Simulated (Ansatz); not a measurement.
## MoS2 in Ansatz: the effect of functional

The system is MoS2.

```
Mo S
1.0
     1.59600    0.92145    6.15549
    -1.59600    0.92145    6.15549
     0.00000   -1.84290    6.15549
Mo S
1 2
Direct
  0.00000 0.00000 0.00000
  0.25000 0.25000 0.25000
  0.75000 0.75000 0.75000
```

Measurements of this composition are mostly on another form, of space group No. 194.

The cell isn't the ideal one: volume scaled by 1.02.

Alike in all runs:

- Program: Ansatz 0.2.0
- Task: single point
- Potentials or basis: Ansatz PAW
- k mesh: 10 × 10 × 10
- Occupations: fermi-dirac, width 0.05 eV
- Spin: no spin polarisation

**Question.** One run gave: pressure -0.1 GPa; largest force 0.41 eV/Å. Which functional did it use?
A. r2SCAN
B. LDA
C. PBEsol

**Answer.** C.

```tsv
functional	cutoff	pressure (GPa)	largest force (eV/Å)
LDA	420 eV (not typed: the program's choice for these potentials)	-2.8	0.24
PBEsol	420 eV (not typed: the program's choice for these potentials)	-0.1	0.41
r2SCAN	500 eV (not typed: the program's choice for these potentials)	3.8	0.45
```

Caveats: the cell's inner coordinates are idealised or old, which leaves forces on the atoms; the PAW data sets come from PBE, with cores solved anew for the run's functional, which leaves a small shift of forces and pressure.
